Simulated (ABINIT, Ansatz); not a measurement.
**F (C2/c): G0W0 with ABINIT, start to end**

Aim: the G0W0 gap of F (C2/c) on LDA, step by step.

Method: LDA and many-body steps on it, plane waves, in ABINIT 10.8.3.

Report form: the programs' logs are mostly left out.

### Step 1. Starting point

The structure is monoclinic, space group C2/c (No. 15). Conventional cell: a = 5.113 Å, b = 3.168 Å, c = 6.622 Å, α = 90.00°, β = 94.87°, γ = 90.00°. F has 1 F at 1.41 Å nearest.

The cell and positions are those that the Materials Project relaxed with its own functionals (PBE, PBE+U or r2SCAN), kept fixed.

### Step 2. Ground state

This step: ABINIT 10.8.3; DFT, LDA, plane waves, norm-conserving pseudopotentials.

The ground-state density comes first.

Contents of run.abi:

```
acell 3*1.0 Angstrom
rprim 
  2.556322424600 -1.584027248600 -0.000000000000
  2.556322424600 1.584027248600 -0.000000000000
  -0.562110604000 -0.000000000000 6.597708898900
ntypat 1
znucl 9
natom 4
typat 1 1 1 1
xred 
  0.595832880000 0.915335970000 0.597955500000
  0.084664030000 0.404167120000 0.902044500000
  0.404167120000 0.084664030000 0.402044500000
  0.915335970000 0.595832880000 0.097955500000
pp_dirpath "pseudos"
pseudos "F.upf"
ecut 36
ngkpt 8 8 4
nshiftk 1
shiftk 0 0 0
kptopt 1
chksymbreak 0
nband 20
occopt 1
tolvrs 1e-10
nstep 60
prtwf 0
optforces 0
optstress 0
indata_prefix "in"
outdata_prefix "out"
tmpdata_prefix "tmp"
```

Command:

```bash
$ OMP_NUM_THREADS=1 mpirun -n 4 abinit run.abi > log
```

It took 37 s on 4 MPI ranks of Arm Neoverse V1, shared host; peak memory 0.38 GiB; 2.5 min of CPU time.

Numbers from this step:

```yaml
total_energy: -2664.8540 eV
gap: 2.348 eV
k_of_the_valence_top: 0, 0, 0
k_of_the_conduction_bottom: 0, 0, 0
least_direct_gap: 2.348 eV
```

The gap is direct, at Γ.

### Step 3. Bands along the symmetry lines

Levels along a band path, at the cheap level, show where the edges lie and whether the meshes to come will hold them.

Contents of run.abi:

```
acell 3*1.0 Angstrom
rprim 
  2.556322424600 -1.584027248600 -0.000000000000
  2.556322424600 1.584027248600 -0.000000000000
  -0.562110604000 -0.000000000000 6.597708898900
ntypat 1
znucl 9
natom 4
typat 1 1 1 1
xred 
  0.595832880000 0.915335970000 0.597955500000
  0.084664030000 0.404167120000 0.902044500000
  0.404167120000 0.084664030000 0.402044500000
  0.915335970000 0.595832880000 0.097955500000
pp_dirpath "pseudos"
pseudos "F.upf"
ecut 36
iscf -2
irdden 1
kptopt 0
nkpt 76
kpt 
  0.00000000 0.00000000 0.00000000
  -0.04333607 0.04333607 0.00000000
  -0.08667214 0.08667214 0.00000000
  -0.13000821 0.13000821 0.00000000
  -0.17334427 0.17334427 0.00000000
  -0.21668034 0.21668034 0.00000000
  -0.26001641 0.26001641 0.00000000
  -0.30335248 0.30335248 0.00000000
  -0.34668855 0.34668855 -0.00000000
  -0.65331145 -0.34668855 0.00000000
  -0.63414752 -0.36585248 0.00000000
  -0.61498359 -0.38501641 0.00000000
  -0.59581966 -0.40418034 0.00000000
  -0.57665572 -0.42334427 0.00000000
  -0.55749179 -0.44250821 0.00000000
  -0.53832786 -0.46167214 0.00000000
  -0.51916393 -0.48083607 0.00000000
  -0.50000000 -0.50000000 0.00000000
  -0.43750000 -0.43750000 0.00000000
  -0.37500000 -0.37500000 0.00000000
  -0.31250000 -0.31250000 0.00000000
  -0.25000000 -0.25000000 0.00000000
  -0.18750000 -0.18750000 0.00000000
  -0.12500000 -0.12500000 0.00000000
  -0.06250000 -0.06250000 0.00000000
  0.00000000 0.00000000 0.00000000
  -0.06250000 -0.06250000 0.06250000
  -0.12500000 -0.12500000 0.12500000
  -0.18750000 -0.18750000 0.18750000
  -0.25000000 -0.25000000 0.25000000
  -0.31250000 -0.31250000 0.31250000
  -0.37500000 -0.37500000 0.37500000
  -0.43750000 -0.43750000 0.43750000
  -0.50000000 -0.50000000 0.50000000
  -0.51995611 -0.48004389 0.50000000
  -0.53991223 -0.46008777 0.50000000
  -0.55986834 -0.44013166 0.50000000
  -0.57982446 -0.42017554 0.50000000
  -0.59978057 -0.40021943 0.50000000
  -0.61973668 -0.38026332 0.50000000
  -0.63969280 -0.36030720 0.50000000
  -0.65964891 -0.34035109 0.50000000
  -0.34035109 0.34035109 0.50000000
  -0.29780720 0.29780720 0.50000000
  -0.25526332 0.25526332 0.50000000
  -0.21271943 0.21271943 0.50000000
  -0.17017555 0.17017555 0.50000000
  -0.12763166 0.12763166 0.50000000
  -0.08508777 0.08508777 0.50000000
  -0.04254389 0.04254389 0.50000000
  0.00000000 0.00000000 0.50000000
  0.00000000 0.00000000 0.43750000
  0.00000000 0.00000000 0.37500000
  0.00000000 0.00000000 0.31250000
  0.00000000 0.00000000 0.25000000
  0.00000000 0.00000000 0.18750000
  0.00000000 0.00000000 0.12500000
  0.00000000 0.00000000 0.06250000
  0.00000000 0.00000000 0.00000000
  -0.50000000 0.00000000 0.50000000
  -0.43750000 0.00000000 0.43750000
  -0.37500000 0.00000000 0.37500000
  -0.31250000 0.00000000 0.31250000
  -0.25000000 0.00000000 0.25000000
  -0.18750000 0.00000000 0.18750000
  -0.12500000 0.00000000 0.12500000
  -0.06250000 0.00000000 0.06250000
  0.00000000 0.00000000 0.00000000
  -0.06250000 0.00000000 0.00000000
  -0.12500000 0.00000000 0.00000000
  -0.18750000 0.00000000 0.00000000
  -0.25000000 0.00000000 0.00000000
  -0.31250000 0.00000000 0.00000000
  -0.37500000 0.00000000 0.00000000
  -0.43750000 0.00000000 0.00000000
  -0.50000000 0.00000000 0.00000000
istwfk *1
nband 21
nbdbuf 2
tolwfr 1e-08
nstep 40
prtwf 0
prtvol 0
indata_prefix "in"
outdata_prefix "out"
tmpdata_prefix "tmp"
```

The job ended after 16 s (4 MPI ranks; peak memory 0.34 GiB).

This step gave:

```
gap                        : 2.348 eV
k of the valence top       : 0, 0, 0
k of the conduction bottom : 0, 0, 0
least direct gap           : 2.348 eV
```

The gap is 2.348 eV, as in the run before at this level.

The electronic bands at the labelled points (eV, zero at the top of the highest filled band):

```csv
point,band 11,band 12,band 13,band 14,band 15,band 16,band 17,band 18
Γ,-0.52,-0.19,-0.06,0.00,2.35,3.47,9.36,11.77
halfway,-0.41,-0.41,-0.27,-0.12,2.73,3.29,11.49,13.87
C,-0.80,-0.59,-0.33,-0.19,2.87,3.22,14.70,15.41
jump to C2,-0.80,-0.59,-0.33,-0.19,2.87,3.22,14.70,15.41
halfway,-0.97,-0.64,-0.31,-0.18,2.71,3.34,14.38,15.47
Y2,-1.04,-0.68,-0.32,-0.18,2.65,3.38,14.30,15.14
halfway,-0.58,-0.55,-0.21,-0.13,2.53,3.43,11.18,13.39
Γ,-0.52,-0.19,-0.06,0.00,2.35,3.47,9.36,11.77
halfway,-0.57,-0.41,-0.30,-0.22,2.64,3.31,11.29,12.98
M2,-0.64,-0.64,-0.47,-0.47,3.02,3.02,14.67,14.67
halfway,-0.60,-0.60,-0.42,-0.42,3.02,3.02,14.81,14.81
D,-0.50,-0.50,-0.35,-0.35,3.01,3.01,15.20,15.20
jump to D2,-0.50,-0.50,-0.35,-0.35,3.01,3.01,15.20,15.20
halfway,-0.31,-0.31,-0.18,-0.18,2.96,2.96,12.10,12.10
A,-0.39,-0.39,-0.03,-0.03,2.90,2.90,10.26,10.26
halfway,-0.49,-0.25,-0.05,-0.01,2.51,3.30,9.61,11.11
Γ,-0.52,-0.19,-0.06,0.00,2.35,3.47,9.36,11.77
jump to L2,-0.57,-0.51,-0.17,-0.05,2.96,3.02,14.40,14.58
halfway,-0.46,-0.36,-0.18,-0.08,2.69,3.25,11.10,12.60
Γ,-0.52,-0.19,-0.06,0.00,2.35,3.47,9.36,11.77
halfway,-0.48,-0.39,-0.15,-0.11,2.61,3.36,10.95,13.31
V2,-0.67,-0.62,-0.18,-0.14,3.05,3.07,14.17,14.22
```

### Step 4. Empty states on the mesh, 4×4×2 mesh, 44 bands

The sums over transitions need many empty states on a uniform mesh; this step solves for them.

Contents of run.abi:

```
acell 3*1.0 Angstrom
rprim 
  2.556322424600 -1.584027248600 -0.000000000000
  2.556322424600 1.584027248600 -0.000000000000
  -0.562110604000 -0.000000000000 6.597708898900
ntypat 1
znucl 9
natom 4
typat 1 1 1 1
xred 
  0.595832880000 0.915335970000 0.597955500000
  0.084664030000 0.404167120000 0.902044500000
  0.404167120000 0.084664030000 0.402044500000
  0.915335970000 0.595832880000 0.097955500000
pp_dirpath "pseudos"
pseudos "F.upf"
ecut 36
ngkpt 4 4 2
nshiftk 1
shiftk 0 0 0
kptopt 1
chksymbreak 0
iscf -2
irdden 1
istwfk *1
nband 44
nbdbuf 4
tolwfr 1e-09
nstep 60
prtvol 0
indata_prefix "in"
outdata_prefix "out"
tmpdata_prefix "tmp"
```

Elapsed: 9 s, on 4 MPI ranks; peak memory 0.28 GiB; 36 s of CPU time.

This step gave:

- gap: 2.348 eV
- k of the valence top: 0, 0, 0
- k of the conduction bottom: 0, 0, 0
- least direct gap: 2.348 eV
- k points computed: 14
- lowest point of the top converged band, above the valence top: 35.47 eV

On this mesh the gap is 2.348 eV.

### Step 5. Screening, 4×4×2 mesh, 40 bands, screening to 98 eV

The RPA dielectric matrix is built and inverted for each q.

This step: RPA screening on LDA, plane waves, norm-conserving pseudopotentials.

Changes to run.abi since step 4:

```diff
@@ -22,10 +22,11 @@
 chksymbreak 0
-iscf -2
-irdden 1
 istwfk *1
-nband 44
-nbdbuf 4
-tolwfr 1e-09
-nstep 60
-prtvol 0
+occopt 1
+irdwfk 1
+optdriver 3
+nband 40
+ecuteps 3.6
+inclvkb 2
+awtr 1
+symchi 1
 indata_prefix "in"
```

The job ended after 18 s (4 MPI ranks; peak memory 0.86 GiB; 72 s of CPU time).

This step gave:

| Quantity | Value |
| --- | --- |
| ε∞ with local fields, on this mesh, along the program's q direction | 2.045 |
| the same without local fields | 2.317 |
| plasma frequency | 26.88 eV |
| plane waves in the screening matrix | 123 |

Local fields lower ε∞ by 12 %. On a Γ-centred mesh this coarse the value itself is usually too large, while a short band sum pulls it down.

### Step 6. Self-energy, 4×4×2 mesh, 40 bands, screening to 98 eV

The self-energy is evaluated for the states that the input lists, and the levels follow from it, in one-shot runs by the linearised quasiparticle equation.

This step: G0W0 on LDA, plane waves, norm-conserving pseudopotentials.

Changes to run.abi since step 5:

```diff
@@ -25,8 +25,15 @@
 irdwfk 1
-optdriver 3
+optdriver 4
 nband 40
+gwcalctyp 0
+ecutsigx 36
+symsigma 1
+nkptgw 1
+kptgw 
+  0.0000000000 0.0000000000 0.0000000000
+bdgw 
+  13 16
 ecuteps 3.6
-inclvkb 2
-awtr 1
-symchi 1
+irdscr 1
+ppmodel 1
 indata_prefix "in"
```

Elapsed: 2.4 s, on 4 MPI ranks; peak memory 0.17 GiB; 9.3 s of CPU time.

This step gave:

| Property | Result |
| --- | --- |
| G0W0 gap on the points computed | 8.341 eV |
| starting gap on the mesh | 2.348 eV |
| k of the valence top | 0, 0, 0 |
| k of the conduction bottom | 0, 0, 0 |
| Z at the valence top | 0.793 |
| Z at the conduction bottom | 0.806 |
| least direct G0W0 gap on the computed points | 8.341 eV |

The gap on the mesh goes from 2.35 eV to 8.34 eV, a correction of +5.99 eV.

Limits: finite bands, cutoff and mesh; coarse k mesh. v1 is the top filled band, c1 the lowest empty one. The levels before and after the correction (eV, zero at the valence-band top of each column):

```csv
,conduction bottom,valence top
Kohn-Sham,2.35,0.00
G0W0,8.34,0.00
```

```csv
,level,energy (eV)
Kohn-Sham,Γ v2,-0.059
Kohn-Sham,Γ v1,0.000
Kohn-Sham,Γ c1,2.348
Kohn-Sham,Γ c2,3.471
G0W0,Γ v2,-0.048
G0W0,Γ v1,0.000
G0W0,Γ c1,8.341
G0W0,Γ c2,9.838
```

### Step 7. Where the time went

Times are wall times on 4 MPI ranks of Arm Neoverse V1, shared host, good to a factor of about two.

```csv
step,time,share,memory (GiB)
ground state,37 s,45 %,0.38
bands along the symmetry lines,16 s,19 %,0.34
empty states on the mesh,9 s,11 %,0.28
screening,18 s,22 %,0.86
self-energy,2.4 s,3 %,0.17
```

### Step 8. Outcome

| Quantity | Value |
| --- | --- |
| LDA gap | 2.35 eV, direct |
| G0W0 gap on the mesh | 8.34 eV |
| GW settings | 4×4×2 mesh, 40 bands, screening to 98 eV, Godby-Needs plasmon pole |
| known limits | not at the basis limit; coarse k mesh |

In words: G0W0 moves the gap on the mesh from 2.35 eV to 8.34 eV (+5.99 eV), with Z of 0.79 and 0.81 at the edges. Local fields lower the RPA ε∞ on this mesh from 2.32 to 2.04; a Γ-centred mesh this coarse tends to raise both, most where the direct gap is narrow, while a short band sum lowers them. Only 1 of the mesh's irreducible points was corrected, so a valley elsewhere could overtake. The dearest step here is «ground state». Bands and cutoff are finite, so the gap is not at the basis limit. The miss can reach some tenths of an eV and take either sign; the mesh is an error of its own. In the G0W0 run levels were corrected at 1 k point alone, so a gap called «on the mesh» is the least over those, and an edge elsewhere would be missed. The 4×4×2 mesh is coarse for this cell, which bears on the long-range parts of exchange and screening.

[Paths, hosts, dates, memory and timing lines, banners, echoed tables and standing remarks are left out of the program output.]

[Logs are printed without paths, hosts, clocks, repeated set-up lines and the standing remarks that a program may print on its own settings, such as how far it seeks lower states.]

[Runs of the session that timed out or met a known fault of the program may be left out.]

[Hosts, paths, dates, database ids (printed as entryN), source tags and the programs' standing remarks are cut or masked in the printed files.]

[G0W0 gaps are taken among the corrected bands and points alone; a level outside them can change the order at an edge.]

[Where Ansatz stands beside ABINIT at settings called matched, ABINIT's density can come from a denser mesh and the files from another edition; pairs whose starting gaps differed by over 0.03 eV were left out, so agreement reads better than it is.]
